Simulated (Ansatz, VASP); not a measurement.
LiCl in VASP and in Ansatz

INCAR

```
SYSTEM = LiCl
PREC     = Accurate       ! precision mode
ENCUT    = 520            ! plane-wave cutoff, eV
EDIFF    = 1E-6           ! SCF threshold, eV
ISMEAR   = -1             ! smearing method
SIGMA    = 0.02           ! smearing width, eV
LREAL    = .False.        ! projectors in reciprocal space
LASPH    = .True.         ! aspherical terms in the spheres
NELM     = 60             ! most SCF steps
ALGO     = Normal         ! electronic algorithm
ISIF     = 2              ! what is computed and relaxed
LWAVE    = .False.        ! write WAVECAR
LCHARG   = .False.        ! write CHGCAR
GGA      = PE             ! functional
NBANDS   = 12             ! bands
```

File KPOINTS:

```
Automatic mesh
0
Gamma
  8 8 8
  0 0 0
```

Contents of POSCAR:

```
LiCl
1.0
    0.0000000000      2.5079719324      2.5079719324
    2.5079719324      0.0000000000      2.5079719324
    2.5079719324      2.5079719324      0.0000000000
Li Cl
1 1
Direct
    0.0000000000      0.0000000000      0.0000000000
    0.5000000000      0.5000000000      0.5000000000
```

Input for Ansatz:

```yaml
crystal:
  lattice:
    - [0.0, 2.5079719324, 2.5079719324]
    - [2.5079719324, 0.0, 2.5079719324]
    - [2.5079719324, 2.5079719324, 0.0]
  atoms:
    - { symbol: Li, position: [0.0, 0.0, 0.0] }
    - { symbol: Cl, position: [0.5, 0.5, 0.5] }
kpoints:
  mp_grid: { grid: [8, 8, 8] }
  band_path:
    path:
      - [0.0, 0.0, 0.0]
      - [0.5, 0.0, 0.5]
      - [0.625, 0.25, 0.625]
      - [0.375, 0.375, 0.75]
      - [0.5, 0.5, 0.5]
      - [0.5, 0.25, 0.75]
      - [-0.078125, 0.0, 0.078125]
    npoints: 1
hamiltonian:
  xc: pbe
scf:
  occupations: { method: fermi_dirac, width: 0.02 }
  n_extra_bands: 4
output:
  forces: true
  stress: true
  eigenvalues: true
```

Change from the starting cell: hydrostatic strain -1.9%.

Alike in both runs: task single point; functional PBE; k mesh 8 × 8 × 8; occupations fermi-dirac, width 0.02 eV; no spin polarisation.

|  | VASP | Ansatz |
| --- | --- | --- |
| version | VASP 6.6.1 | Ansatz 0.2.0 |
| potentials or method | VASP PAW PBE potentials, release 64 (Li_sv, Cl) | plane waves, PAW |
| plane-wave cutoff (eV) | 520 | 420 |
| valence electrons in the cell | 10 | 10 |

Ansatz gave:

```
gap on the k mesh at the Fermi level (eV) : 6.73
```

Q: Estimate VASP's values.

A: gap on the k mesh at the Fermi level (eV): 6.75.

 A k mesh can miss the band edges.
